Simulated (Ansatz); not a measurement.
# Rh: relaxing cell and atoms and phonons, part 2 of 2

Aim: for Rh, 2 runs in a chain (relaxing cell and atoms and phonons).

Ansatz 0.2.0; DFT PBE, scalar-relativistic, plane waves, PAW.

### Step 3. Phonons

It takes the final geometry of step 2.

input.yaml

```yaml
crystal:
  lattice:
    - [0.0, 1.9148761397, 1.9148761397]
    - [1.9148761397, 0.0, 1.9148761397]
    - [1.9148761397, 1.9148761397, 0.0]
  atoms:
    - { symbol: Rh, position: [0.0, 0.0, 0.0] }
scf:
  occupations: { method: gaussian, width: 0.1 }
output: {}
hamiltonian:
  xc: pbe
phonons:
  thermal_expansion: {}
  temperatures: { t_max: 1400.0, t_step: 50.0 }
  method: dfpt
  qmesh: [4, 4, 4]
kpoints:
  mp_grid: { grid: [24, 24, 24] }
```

Launch:

```
> ansatz run input.yaml --threads 8 --pin off --max-ram 24576MiB --backend cpu --events-out ev --progress --plain --runs-dir out
```

Log:

```text
Warning: RAYON_NUM_THREADS=8 ignored (pool sized by the plan → 8); use --threads N
Engine: ansatz 0.2.0, x86_64-unknown-linux-gnu
Pseudopotentials: kind: paw
Pseudopotential: Rh, paw, valence charge 17, recommended cutoff 420 eV (normal), Rh.paw.azcp
Functional definition: PBE
  parameter kappa = 0.804
  parameter beta = 0.06672455060314922
  exchange = pbe_x(kappa = kappa, mu = beta*pi^2/3)
  correlation = pbe_c(beta = beta)
Crystal: 1 atoms, lattice volume = 14.043 Å³
Basis set: ecut = 487.2 eV, 331 PW (Γ), exchange–correlation on 40×40×40 points (8 copies of the dense FFT grid, shifted against one another)
Bands: 13, of which v1, the nominal top of the filled ones, is band 9 counted from 1 (8 counted from 0)
Symmetry: 48 space group operations
Space group: Fm-3m (ITA 225), of the structure as read, at distance tolerance 2.4e-5 Å
k-points: 413 of 13824
Non-local potential: Rh, projectors of the file, l = 0: 3, l = 1: 2, l = 2: 2, l = 3: 1
PAW form: soft (Blöchl's): semilocal exchange-correlation on the pseudo side does not see the compensation charge
PAW one-centre angular grid: Rh, 590 points (default); XC on 64 Gauss nodes
Initial density: superposition of atomic densities (neutral atoms: chi_scale 0, normalization atom), corrected by the library's trained network
Initial wavefunctions: pseudopotential atomic-orbital guess
Functional: x = pbe(κ = 0.804, μ = 0.2195149727645171), c = pbe(β = 0.06672455060314922)
SCF iter   1: F=—  HF=-6402.894304 eV  |F-HF|=—  |Δ(HF+E_count)|=         —  Δρ=2.73e-3  dr2=2.08e-4  ethr=1.77e-3  ⟨swp⟩=5.0  Hψ=30126  notcnv=0
preconditioner: auto → none  [metal: Δε(μ)=0.001 eV  Ē_g=13.780 eV  σ=0.100 eV  W_gap=0.00  n_scr=0 (ndim 8)  ℏωp=29.7 eV  f_vac=0.000  D(μ)=1.21/eV (n_scr^D=14)]
SCF iter   2: F=—  HF=-6402.894460 eV  |F-HF|=—  |Δ(HF+E_count)|=   1.56e-4  Δρ=1.39e-3  dr2=4.66e-5  ethr=1.22e-6  ⟨swp⟩=2.7  Hψ=12649  notcnv=0
SCF iter   3: F=—  HF=-6402.894479 eV  |F-HF|=—  |Δ(HF+E_count)|=   1.86e-5  Δρ=5.98e-4  dr2=1.11e-5  ethr=2.74e-7  ⟨swp⟩=2.0  Hψ=7218  notcnv=0
SCF iter   4: F=—  HF=-6402.894485 eV  |F-HF|=—  |Δ(HF+E_count)|=   6.30e-6  Δρ=6.41e-5  dr2=2.12e-7  ethr=6.55e-8  ⟨swp⟩=2.3  Hψ=7760  notcnv=0
SCF iter   5: F=—  HF=-6402.894485 eV  |F-HF|=—  |Δ(HF+E_count)|=   5.08e-7  Δρ=1.40e-5  dr2=7.77e-9  ethr=1.25e-9  ⟨swp⟩=2.7  Hψ=7570  notcnv=0
SCF iter   6: F=—  HF=-6402.894485 eV  |F-HF|=—  |Δ(HF+E_count)|=   2.68e-9  Δρ=1.42e-6  dr2=1.38e-10  ethr=4.57e-11  ⟨swp⟩=2.3  Hψ=8731  notcnv=0
SCF iter   7: F=-6402.894485 eV  HF=-6402.894485 eV  |F-HF|=3.64e-12  |Δ(HF+E_count)|=  3.09e-11  Δρ=2.83e-7  dr2=5.87e-12  ethr=1.00e-12  ⟨swp⟩=5.0  Hψ=19744  notcnv=0
SCF 1 converged in 7 iterations: F = -6402.894485 eV  dr2 = 5.87e-12
relax step   1: F+E_penalty+E_count = -6402.89448534 eV  Δ(F+E_penalty+E_count) = +0.000e0 eV  max|allowed force component| = 0.000e0 eV/Å  Δτ_max = 0.0000 Å  (7 SCF iters, accepted)
NSCF: frozen V_eff on 413 k-points
the band table was solved once a step of the walk had ended and its energy, with any forces and stress, was formed, with the checks that follow a solve (30436 applications of the Hamiltonian). They found nothing against the state; the energy, forces and stress were not computed again (output.eigenvalues in the input reference)
SCF converged after 7 iterations
Free energy (F): -6402.894485 eV
Harris-Foulkes:  -6402.894485 eV  (|F-HF|=3.64e-12)
Internal energy: -6402.888421 eV  (E = F + TS)
E sigma→0 (E₀):  -6402.891453 eV
Entropy (-TS):   -0.006064 eV (-6.064 meV/atom)
Fermi energy:    21.786881 eV
--- Per-component energies (eV) ---
  E_band       = -94.168159
  E_kinetic    = 572.838850
  E_local      = -1589.059618  (includes V_loc(G=0)·N_el)
  E_nonlocal   = 354.461785
  E_hartree    = 558.486839
  E_xc         = -221.776990
  E_vxc        = -278.403445  (∫ρ·V_xc dr)
  E_paw        = -3586.831388  (= ΣΔE_a)
  E_vpaw       = -270.980253  (= ΣTr[D̂ρ^β])
  E_aug_tail   = 0.000771  (compensation charges beyond the density's cutoff)
  E_ewald      = -2491.008669
  E_smearing   = -0.006064  (= −TS)
  E_closure    = 0.000000  (closes the sum)
  Σ components = -6402.894485   (vs F -6402.894485, Δ=0.00e0)
--- Forces (eV/Å), atoms counted from 1 ---
  atom   1  Rh    -0.00000000     0.00000000     0.00000000
  max |Σ_I F_I| component: 6.98e-32 eV/Å
--- Stress (GPa, compression-positive) ---
       -0.023432      -0.000000       0.000000
       -0.000000      -0.023432       0.000000
        0.000000       0.000000      -0.023432
  P = ⅓ Tr σ = -0.0234 GPa (-0.234 kbar)
--- Band table (eV; the first three rows and the last of 413) ---
  k-point 0: bands = ["-57.0337", "-24.5261", "-24.5261", "-24.5261", "13.9813", "18.8067", "18.8067", "18.8067", "20.8235", "20.8235", "37.6113", "42.8340", "42.8340"]
  k-point 1: bands = ["-57.0319", "-24.5381", "-24.5277", "-24.5277", "14.0504", "18.7761", "18.8338", "18.8338", "20.8083", "20.8083", "37.7087", "42.4457", "42.9319"]
  k-point 2: bands = ["-57.0268", "-24.5732", "-24.5325", "-24.5325", "14.2527", "18.6929", "18.9096", "18.9096", "20.7696", "20.7696", "37.9834", "41.5278", "43.2204"]
  k-point 412: bands = ["-56.8966", "-24.9748", "-24.9748", "-24.7838", "16.9286", "18.1042", "18.1042", "20.6268", "22.7416", "31.2550", "31.2550", "32.8214", "34.2345"]
── thermal expansion: 3 new cells, 3 in all ──
thermal expansion: relaxation of cell 2
thermal expansion: relaxation of cell 3
── thermal expansion: 2 new cells, 5 in all ──
thermal expansion: relaxation of cell 4
thermal expansion: lower-state search of cell 4
thermal expansion: electrons of cell 4
thermal expansion: phonons of cell 4
thermal expansion: relaxation of cell 5
thermal expansion: electrons of cell 1
thermal expansion: electrons of cell 2
thermal expansion: electrons of cell 3
thermal expansion: electrons of cell 5
thermal expansion: phonons of cell 5
── thermal expansion: 6 new cells, 11 in all ──
thermal expansion: relaxation of cell 6
thermal expansion: relaxation of cell 7
thermal expansion: relaxation of cell 8
thermal expansion: relaxation of cell 9
thermal expansion: relaxation of cell 10
thermal expansion: relaxation of cell 11
thermal expansion: electrons of cell 6
thermal expansion: electrons of cell 7
thermal expansion: electrons of cell 8
thermal expansion: electrons of cell 9
thermal expansion: electrons of cell 10
thermal expansion: electrons of cell 11
thermal expansion: phonons of cell 6
thermal expansion: phonons of cell 7
thermal expansion: phonons of cell 8
--- Relaxed structure (1 steps of the walk, 1 accepted, 0 SCFs on fresh bases) ---
  F+E_penalty+E_count = -6402.89448534 eV   max|allowed force component| = 0.000e0 eV/Å
  atoms:
    - { symbol: Rh, position: [0.0, 0.0, 0.0] }
--- Thermal expansion: 11 cells in 3 rounds, 0 GPa ---
  no lower state was reached at cell 4
  without vibrations: a 2.70773, b 2.70773, c 2.70773 Å, V 14.0378 Å³, B 257.66 GPa
  at 0 K: a 2.71077, b 2.71077, c 2.71077 Å, V 14.0852 Å³, B 254.58 GPa
  zero-point expansion: a +0.112, b +0.112, c +0.112, V +0.338 %
      T/K        a/Å        b/Å        c/Å       V/Å³ | expansion of a, b, c, V (1e-6/K)   | that of V in the mean from 25 °C | C_P, C_V (J/mol K of the cell) | B_T, B_S (GPa)
     0.00    2.71077    2.71077    2.71077    14.0852 |    0.00    0.00    0.00    0.00 |   18.66 |     0.000     0.000 |   254.58   254.58
   150.00    2.71233    2.71233    2.71233    14.1095 |    7.61    7.61    7.61   22.84 |   25.97 |    20.803    20.636 |   250.99   253.02
   298.15    2.71582    2.71582    2.71582    14.1640 |    9.35    9.35    9.35   28.05 |       - |    25.065    24.576 |   244.63   249.51
   400.00    2.71848    2.71848    2.71848    14.2058 |    9.89    9.89    9.89   29.67 |   28.95 |    26.235    25.511 |   240.02   246.83
   550.00    2.72265    2.72265    2.72265    14.2713 |   10.54   10.54   10.54   31.62 |   30.07 |    27.511    26.410 |   232.95   242.66
   700.00    2.72709    2.72709    2.72709    14.3411 |   11.17   11.17   11.17   33.52 |   31.12 |    28.687    27.155 |   225.53   238.25
   850.00    2.73180    2.73180    2.73180    14.4156 |   11.85   11.85   11.85   35.56 |   32.19 |    29.893    27.860 |   217.74   233.62
  1000.00    2.73682    2.73682    2.73682    14.4951 |   12.60   12.60   12.60   37.80 |   33.31 |    31.160    28.546 |   209.57   228.76
  1150.00    2.74216    2.74216    2.74216    14.5802 |   13.43   13.43   13.43   40.29 |   34.49 |    32.502    29.208 |   200.98   223.65
  1300.00    2.74788    2.74788    2.74788    14.6716 |   14.36   14.36   14.36   43.07 |   35.77 |    33.930    29.840 |   191.97   218.28
  1400.00    2.75192    2.75192    2.75192    14.7364 |   15.04   15.04   15.04   45.13 |   36.68 |    34.943    30.245 |   185.70   214.55
  the static fit leaves 0.003 meV an atom of the energies and, of the stresses, 0.000 GPa of each cell's largest along a strain (root mean squares over the cells), whose Pulay part it has at -0.060 GPa
  vibrations' free energy: its fit leaves 0.0005 meV an atom at the most
  the electrons' free energy at temperature is in it; its fit leaves 0.0012 meV an atom at the most
  free energies summed between the sampled wave vectors
  estimated error of the fitted expansion in any direction: up to 0.021e-6/K, at 1400 K (an estimate, not a bound: it was exceeded on models of known expansion)
  by sums over the sampled wave vectors an expansion of the volume parts by up to 0.98e-6/K
  by a static energy of one degree less an expansion of the volume parts by up to 0.11e-6/K
  the FFT grids of the static calculations differ: 20 × 20 × 20, 24 × 24 × 24
```

Wall time 36 min (8 threads of Intel Xeon Platinum 8259CL at 2.50GHz (Skylake/Cascade Lake), shared host); peak memory 7.1 GiB.

### Step 4. Results

This closing draws on all 2 parts.

```
step  volume (Å³/atom)  pressure (GPa)  energy (eV)  gap on the mesh (eV)   time
   2             14.04             0.0    -6402.890                  0.00  7.2 s
```

| quantity | value |
| --- | --- |
| relaxed cell, step 2 (conventional) | a = 3.830 Å, b = 3.830 Å, c = 3.830 Å, α = 90.00°, β = 90.00°, γ = 90.00° |

Measured lattice constant a of Rh: 3.803 Å (quoted in “Strong-coupling superconductivity of SrIr2 and SrRh2: Phonon engineering of metallic Ir and Rh”, 2021, arxiv:2108.03692). This calculation gives 3.830 Å (+0.7 %). That is the cell relaxed with PBE, without thermal expansion or zero-point motion.
